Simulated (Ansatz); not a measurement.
# TaN (P6/mmm) in Ansatz: reference runs

How does TaN come out in PBE? The cell is run as given and disturbed.

Program: Ansatz 0.2.0. These are calculated values, not measurements. Logs are shortened: lines on timing, memory, paths and dates and some standing lists are left out, and cuts for length are marked.

## (1) Starting point

It takes space group P6/mmm (No. 191, hexagonal). The conventional cell has a = 5.185 Å, b = 5.185 Å, c = 2.908 Å, α = 90.00°, β = 90.00°, γ = 120.00°. Around Ta (site symmetry 6/mmm) lie 6 N at 2.59 Å and 2 Ta at 2.91 Å. Ta (site symmetry -6m2) is surrounded by 6 N at 2.09 Å. Around N (site symmetry mmm) lie 4 Ta at 2.09 Å.

## (2) Single point, PBE

input.yaml reads:

```yaml
crystal:
  lattice:
    - [5.1850002, 0.0, 0.0]
    - [-2.5925001, 4.49034189, 0.0]
    - [0.0, 0.0, 2.90800053]
  atoms:
    - { symbol: Ta, position: [0.0, 0.0, 0.0] }
    - { symbol: Ta, position: [0.3333333333, 0.6666666667, 0.5] }
    - { symbol: Ta, position: [0.6666666667, 0.3333333333, 0.5] }
    - { symbol: "N", position: [0.5, 0.0, 0.0] }
    - { symbol: "N", position: [0.5, 0.5, 0.0] }
    - { symbol: "N", position: [0.0, 0.5, 0.0] }
hamiltonian:
  xc: pbe
  pseudopotentials: { kind: paw }
kpoints:
  mp_grid: { grid: [6, 6, 9] }
scf:
  occupations: { method: fermi_dirac, width: 0.05 }
output:
  forces: true
  stress: true
  eigenvalues: true
  write_density: true
  write_potential: true
  elf: true
  volumetric_format: npy
```

Potentials or basis: Ansatz PAW.

Launch:

```console
$ ansatz run input.yaml --threads 2 --pin off --max-ram 5632MiB --backend cpu --events-out ev --progress --plain --runs-dir out
```

Output:

```text
Warning: RAYON_NUM_THREADS=2 ignored (pool sized by the plan → 2); use --threads N
Engine: ansatz 0.2.0, x86_64-unknown-linux-gnu
Pseudopotentials: kind: paw
Pseudopotential: Ta, paw, valence charge 13, recommended cutoff 420 eV (normal), Ta.paw.azcp
Pseudopotential: N, paw, valence charge 5, recommended cutoff 420 eV (normal), N.paw.azcp
Functional definition: PBE
  parameter kappa = 0.804
  parameter beta = 0.06672455060314922
  exchange = pbe_x(kappa = kappa, mu = beta*pi^2/3)
  correlation = pbe_c(beta = beta)
Crystal: 6 atoms, lattice volume = 67.705 Å³
Basis set: ecut = 420 eV, 1287 PW (Γ), exchange–correlation on 72×72×40 points (8 copies of the dense FFT grid, shifted against one another)
Bands: 33, of which v1, the nominal top of the filled ones, is band 27 counted from 1 (26 counted from 0)
Symmetry: 24 space group operations
Space group: P6/mmm (ITA 191), of the structure as read, at distance tolerance 4.1e-5 Å
k-points: 35 of 324
Non-local potential: Ta, projectors of the file, l = 0: 3, l = 1: 2, l = 2: 2, l = 3: 1
Non-local potential: N, projectors of the file, l = 0: 2, l = 1: 2, l = 2: 1
PAW form: soft (Blöchl's): semilocal exchange-correlation on the pseudo side does not see the compensation charge
PAW one-centre angular grid: Ta, 590 points (default); XC on 64 Gauss nodes
PAW one-centre angular grid: N, 110 points (default); XC on 64 Gauss nodes
Initial density: superposition of atomic densities (neutral atoms: chi_scale 0, normalization atom), corrected by the library's trained network
Initial wavefunctions: pseudopotential atomic-orbital guess
Functional: x = pbe(κ = 0.804, μ = 0.2195149727645171), c = pbe(β = 0.06672455060314922)
SCF iter   1: F=—  HF=-30953.031518 eV  |F-HF|=—  |Δ(HF+E_count)|=         —  Δρ=1.00e-2  dr2=1.13e-1  ethr=1.77e-3  ⟨swp⟩=5.9  Hψ=4778  notcnv=0  defer=1
preconditioner: auto → Kerker (q_TF=auto, 2.627 Å⁻¹)  [metal: Δε(μ)=0.170 eV  Ē_g=9.367 eV  σ=0.050 eV  W_gap=0.47  n_scr=26 (ndim 8)  ℏωp=24.7 eV  f_vac=0.000  D(μ)=0.66/eV (n_scr^D=0)]
SCF iter   2: F=—  HF=-30953.014026 eV  |F-HF|=—  |Δ(HF+E_count)|=   1.75e-2  Δρ=4.29e-3  dr2=1.79e-2  ethr=2.10e-4  ⟨swp⟩=2.1  Hψ=1615  notcnv=0  defer=17
SCF iter   3: F=—  HF=-30953.011427 eV  |F-HF|=—  |Δ(HF+E_count)|=   2.60e-3  Δρ=1.65e-3  dr2=2.03e-3  ethr=3.32e-5  ⟨swp⟩=1.9  Hψ=1212  notcnv=0  defer=17
SCF iter   4: F=—  HF=-30953.011087 eV  |F-HF|=—  |Δ(HF+E_count)|=   3.40e-4  Δρ=5.02e-4  dr2=2.23e-4  ethr=3.75e-6  ⟨swp⟩=2.1  Hψ=1555  notcnv=0  defer=17
SCF iter   5: F=—  HF=-30953.011045 eV  |F-HF|=—  |Δ(HF+E_count)|=   4.23e-5  Δρ=1.49e-4  dr2=9.27e-6  ethr=4.12e-7  ⟨swp⟩=2.0  Hψ=1609  notcnv=0  defer=17
SCF iter   6: F=—  HF=-30953.011047 eV  |F-HF|=—  |Δ(HF+E_count)|=   2.08e-6  Δρ=2.16e-5  dr2=3.99e-7  ethr=1.72e-8  ⟨swp⟩=2.7  Hψ=1968  notcnv=0  defer=21
SCF iter   7: F=-30953.011047 eV  HF=-30953.011047 eV  |F-HF|=8.16e-9  |Δ(HF+E_count)|=   3.46e-8  Δρ=3.78e-6  dr2=1.36e-8  ethr=1.85e-10  ⟨swp⟩=12.1  Hψ=7954  notcnv=0
SCF 1 converged in 7 iterations: F = -30953.011047 eV  dr2 = 1.36e-8
SCF converged after 7 iterations
Free energy (F): -30953.011047 eV
Harris-Foulkes:  -30953.011047 eV  (|F-HF|=8.16e-9)
Internal energy: -30953.005739 eV  (E = F + TS)
E sigma→0 (E₀):  -30953.008393 eV
Entropy (-TS):   -0.005308 eV (-0.885 meV/atom)
Fermi energy:    19.524928 eV
--- Per-component energies (eV) ---
  E_band       = -212.687005
  E_kinetic    = 1500.738686
  E_local      = -2062.148066  (includes V_loc(G=0)·N_el)
  E_nonlocal   = 180.709191
  E_hartree    = 706.368723
  E_xc         = -839.513523
  E_vxc        = -846.644322  (∫ρ·V_xc dr)
  E_paw        = -25572.961557  (= ΣΔE_a)
  E_vpaw       = -398.081304  (= ΣTr[D̂ρ^β])
  E_aug_tail   = 0.000883  (compensation charges beyond the density's cutoff)
  E_ewald      = -4866.200074
  E_smearing   = -0.005308  (= −TS)
  E_closure    = -0.000000  (closes the sum)
  Σ components = -30953.011047   (vs F -30953.011047, Δ=0.00e0)
--- Forces (eV/Å), atoms counted from 1 ---
  atom   1  Ta    -0.00000000    -0.00000000     0.00000000
  atom   2  Ta     0.00000000    -0.00000000     0.00000000
  atom   3  Ta     0.00000000     0.00000000     0.00000000
  atom   4  N      0.00000000    -0.00000000     0.00000000
  atom   5  N     -0.00000000    -0.00000000     0.00000000
  atom   6  N      0.00000000     0.00000000     0.00000000
  max |Σ_I F_I| component: 4.47e-30 eV/Å
--- Stress (GPa, compression-positive) ---
        9.602234       0.000000       0.000000
        0.000000       9.602234       0.000000
        0.000000       0.000000      11.747020
  P = ⅓ Tr σ = 10.3172 GPa (103.172 kbar)
--- Band table (eV; the first three rows and the last of 35) ---
  k-point 0: bands = ["-49.5553", "-49.5068", "-49.1879", "-16.4767", "-16.4767", "-16.0843", "-16.0843", "-15.8706", "-15.7515", "-15.7515", "-15.7310", "-14.9568", "1.2060", "4.4504", "4.4504", "9.3925", "12.4698", "12.4698", "13.4629", "13.4629", "14.0970", "16.4751", "16.6434", "16.6434", "17.1532", "17.6210", "18.4392", "18.4392", "20.5070", "20.5070", "20.9424", "21.8541", "21.8541"]
  k-point 1: bands = ["-49.5497", "-49.5014", "-49.1836", "-16.4582", "-16.4582", "-16.0651", "-16.0651", "-15.9883", "-15.8360", "-15.7494", "-15.7494", "-15.0362", "1.4839", "4.3192", "4.3192", "9.8430", "12.4767", "12.4767", "13.3739", "13.3739", "13.9783", "16.0046", "16.0046", "16.4432", "17.2142", "18.1511", "18.7111", "18.7111", "20.4949", "20.4949", "21.0777", "22.0775", "22.0775"]
  k-point 2: bands = ["-49.5355", "-49.4876", "-49.1725", "-16.4109", "-16.4109", "-16.2757", "-16.0940", "-16.0138", "-16.0138", "-15.7463", "-15.7463", "-15.2330", "2.2218", "3.9906", "3.9906", "11.0601", "12.3577", "12.3577", "13.0901", "13.2327", "13.2327", "15.2173", "15.2173", "17.2800", "17.3740", "19.2720", "19.2720", "19.3379", "19.3379", "19.5424", "21.4502", "22.5832", "22.5832"]
  k-point 34: bands = ["-49.4853", "-49.4853", "-49.1516", "-16.6796", "-16.6796", "-16.3761", "-16.1101", "-16.1101", "-15.8488", "-15.7515", "-15.7515", "-15.5696", "3.3046", "3.7688", "3.7688", "11.6862", "11.6862", "12.7080", "12.7916", "12.7916", "13.1151", "13.5998", "15.8176", "15.8176", "17.3679", "17.3679", "17.8658", "22.1899", "22.1899", "22.3417", "22.4143", "22.4143", "23.4076"]
```

Wall time 5.6 s (2 threads of Intel Xeon at 2.50GHz (Skylake/Cascade Lake), shared host); peak memory 0.4 GiB.

Results:

- Free energy: -30953.0110 eV
- Pressure: 10.3 GPa
- Band gap on the k mesh: none (metal or under the smearing width)

Caveat: the pressure holds a Pulay correction of +0.5 GPa for the finite cutoff. Spin-orbit coupling is left out, which matters for the levels of Ta.

## (3) Single point, PBE (atoms moved at random, drawn with an rms of 0.05 Å)

input.yaml reads:

```yaml
crystal:
  lattice:
    - [5.1850002, 0.0, 0.0]
    - [-2.5925001, 4.49034189, 0.0]
    - [0.0, 0.0, 2.90800053]
  atoms:
    - { symbol: Ta, position: [0.001797, 0.001672, 0.005665] }
    - { symbol: Ta, position: [0.33269, 0.661626, 0.504668] }
    - { symbol: Ta, position: [0.664319, 0.340836, 0.508862] }
    - { symbol: "N", position: [0.495795, -0.011183, 0.010514] }
    - { symbol: "N", position: [0.508882, 0.497633, 0.006146] }
    - { symbol: "N", position: [-0.000418, 0.491194, 0.00739] }
hamiltonian:
  xc: pbe
  pseudopotentials: { kind: paw }
kpoints:
  mp_grid: { grid: [6, 6, 9] }
scf:
  occupations: { method: fermi_dirac, width: 0.05 }
output:
  forces: true
  stress: true
  eigenvalues: true
  write_density: true
  write_potential: true
  elf: true
  volumetric_format: npy
```

Potentials or basis: Ansatz PAW.

Launch:

```console
$ ansatz run input.yaml --threads 2 --pin off --max-ram 5632MiB --backend cpu --events-out ev --progress --plain --runs-dir out
```

Output:

```text
Warning: RAYON_NUM_THREADS=2 ignored (pool sized by the plan → 2); use --threads N
Engine: ansatz 0.2.0, x86_64-unknown-linux-gnu
Pseudopotentials: kind: paw
Pseudopotential: Ta, paw, valence charge 13, recommended cutoff 420 eV (normal), Ta.paw.azcp
Pseudopotential: N, paw, valence charge 5, recommended cutoff 420 eV (normal), N.paw.azcp
Functional definition: PBE
  parameter kappa = 0.804
  parameter beta = 0.06672455060314922
  exchange = pbe_x(kappa = kappa, mu = beta*pi^2/3)
  correlation = pbe_c(beta = beta)
Crystal: 6 atoms, lattice volume = 67.705 Å³
Basis set: ecut = 420 eV, 1287 PW (Γ), exchange–correlation on 72×72×40 points (8 copies of the dense FFT grid, shifted against one another)
Bands: 33, of which v1, the nominal top of the filled ones, is band 27 counted from 1 (26 counted from 0)
Symmetry: 1 space group operations
Space group: P1 (ITA 1), of the structure as read, at distance tolerance 4.1e-5 Å
k-points: 164 of 324 (time reversal used)
[... 24 lines left out ...]
Fermi energy:    19.541497 eV
--- Per-component energies (eV) ---
  E_band       = -212.688459
  E_kinetic    = 1501.161298
  E_local      = -2066.114715  (includes V_loc(G=0)·N_el)
  E_nonlocal   = 180.902804
  E_hartree    = 708.145168
  E_xc         = -839.590976
  E_vxc        = -846.741847  (∫ρ·V_xc dr)
  E_paw        = -25573.055981  (= ΣΔE_a)
  E_vpaw       = -398.188799  (= ΣTr[D̂ρ^β])
  E_aug_tail   = 0.000837  (compensation charges beyond the density's cutoff)
  E_ewald      = -4864.330894
  E_smearing   = -0.006039  (= −TS)
  E_closure    = 0.000000  (closes the sum)
  Σ components = -30952.888497   (vs F -30952.888497, Δ=0.00e0)
--- Forces (eV/Å), atoms counted from 1 ---
  atom   1  Ta    -0.15940114     0.03503623     0.05144995
  atom   2  Ta    -0.11094174     0.12403167     0.23118011
  atom   3  Ta     1.59832711    -1.87922947    -0.09495253
  atom   4  N     -0.17921479     1.26203830    -0.21893984
  atom   5  N     -1.40203064     0.92890644     0.07254234
  atom   6  N      0.25328683    -0.47077713    -0.04128525
  max |Σ_I F_I| component: 2.56e-5 eV/Å
--- Stress (GPa, compression-positive) ---
       11.884279      -1.438490      -0.098287
       -1.438490       8.490290      -0.072223
       -0.098287      -0.072223      13.357556
  P = ⅓ Tr σ = 11.2440 GPa (112.440 kbar)
--- Band table (eV; the first three rows and the last of 164) ---
  k-point 0: bands = ["-49.5458", "-49.4961", "-49.1956", "-16.5356", "-16.4115", "-16.1034", "-16.0562", "-15.8689", "-15.7594", "-15.7484", "-15.7263", "-14.9669", "1.1996", "4.4108", "4.4988", "9.3947", "12.4184", "12.5121", "13.1726", "13.7155", "14.0348", "16.4744", "16.5988", "16.6072", "17.0939", "17.7154", "18.4294", "18.5577", "20.4063", "20.6181", "20.9003", "21.7842", "21.9563"]
  k-point 1: bands = ["-49.5402", "-49.4906", "-49.1912", "-16.5164", "-16.3936", "-16.0836", "-16.0379", "-15.9867", "-15.8318", "-15.7580", "-15.7456", "-15.0463", "1.4782", "4.2623", "4.3865", "9.8416", "12.4147", "12.5239", "13.1261", "13.5777", "13.9429", "15.9967", "16.0344", "16.4527", "17.1572", "18.1458", "18.6843", "18.8113", "20.3974", "20.5444", "21.0778", "22.0048", "22.1856"]
  k-point 2: bands = ["-49.5260", "-49.4768", "-49.1801", "-16.4675", "-16.3481", "-16.2762", "-16.0914", "-16.0301", "-15.9870", "-15.7572", "-15.7410", "-15.2431", "2.2167", "3.8933", "4.1019", "11.0528", "12.2721", "12.4071", "12.9908", "13.1991", "13.3709", "15.1915", "15.2829", "17.2191", "17.3881", "19.1660", "19.2172", "19.3616", "19.4254", "19.5745", "21.4235", "22.5096", "22.6686"]
  k-point 163: bands = ["-49.4787", "-49.4713", "-49.1593", "-16.7117", "-16.6455", "-16.3008", "-16.2728", "-15.9858", "-15.8597", "-15.7863", "-15.7364", "-15.5798", "3.3030", "3.5734", "3.9640", "11.4070", "11.7640", "12.3752", "12.6283", "13.0045", "13.3211", "14.6831", "14.9467", "16.3661", "16.5926", "17.6013", "18.6658", "20.9300", "21.0670", "22.5495", "22.9603", "23.1206", "23.2819"]
```

rho_z.tsv:

```text
# z_ang	rho[e/angstrom^3]
# format = ansatz-planar-average/11
# lattice	5.185000200	0.000000000	0.000000000
# lattice	-2.592500100	4.490341890	0.000000000
# lattice	0.000000000	0.000000000	2.908000530
# sites	6
# site	73	0.004982785	0.007507852	0.016473823
# site	73	0.009732245	2.970926943	1.467574811
# site	73	2.560876784	1.530470168	1.479770966
# site	7	2.599689103	-0.050215493	0.030574718
# site	7	1.348439670	2.234542306	0.017872571
# site	7	-1.275587824	2.205628994	0.021490124
0.000000	1.090961e0
0.145400	1.068563e0
0.290800	9.750270e-1
0.436200	8.186986e-1
0.581600	6.622013e-1
0.727000	5.809507e-1
[... 12 lines left out ...]
2.617200	9.332576e-1
2.762601	1.048106e0
```

v_z.tsv:

```text
# z_ang	v_es[eV]	v_tot[eV]
# format = ansatz-planar-average/11
# xc	pbe
# density_cutoff_ev	1680
# datasets	Ta=:simpson_from_first_knot:soft	N=:simpson_from_first_knot:soft
# lattice	5.185000200	0.000000000	0.000000000
# lattice	-2.592500100	4.490341890	0.000000000
# lattice	0.000000000	0.000000000	2.908000530
# sites	6
# site	73	0.004982785	0.007507852	0.016473823
# site	73	0.009732245	2.970926943	1.467574811
# site	73	2.560876784	1.530470168	1.479770966
# site	7	2.599689103	-0.050215493	0.030574718
# site	7	1.348439670	2.234542306	0.017872571
# site	7	-1.275587824	2.205628994	0.021490124
0.000000	2.879776e0	-1.163446e1
0.145400	3.440349e0	-1.098553e1
0.290800	5.388461e0	-8.682051e0
0.436200	7.933407e0	-5.560667e0
0.581600	1.003443e1	-2.833782e0
0.727000	1.091206e1	-1.510146e0
[... 12 lines left out ...]
2.617200	6.127454e0	-7.791505e0
2.762601	3.894016e0	-1.045616e1
```

It took 35 s on 2 threads of Intel Xeon at 2.50GHz (Skylake/Cascade Lake), shared host; peak memory 0.55 GiB.

What came out:

```
Free energy            : -30952.8885 eV
Pressure               : 11.2 GPa
Largest force          : 2.469 eV/Å
Band gap on the k mesh : none (metal or under the smearing width)
```

Forces on the atoms (eV/Å):
```
Ta  -0.159  0.035  0.051
Ta  -0.111  0.124  0.231
Ta   1.598 -1.879 -0.095
N   -0.179  1.262 -0.219
N   -1.402  0.929  0.073
N    0.253 -0.471 -0.041
```

Stress tensor (GPa, compression positive):
```
11.88 -1.44 -0.10
-1.44  8.49 -0.07
-0.10 -0.07 13.36
```

Caveat: the pressure holds a Pulay correction of +0.5 GPa for the finite cutoff.
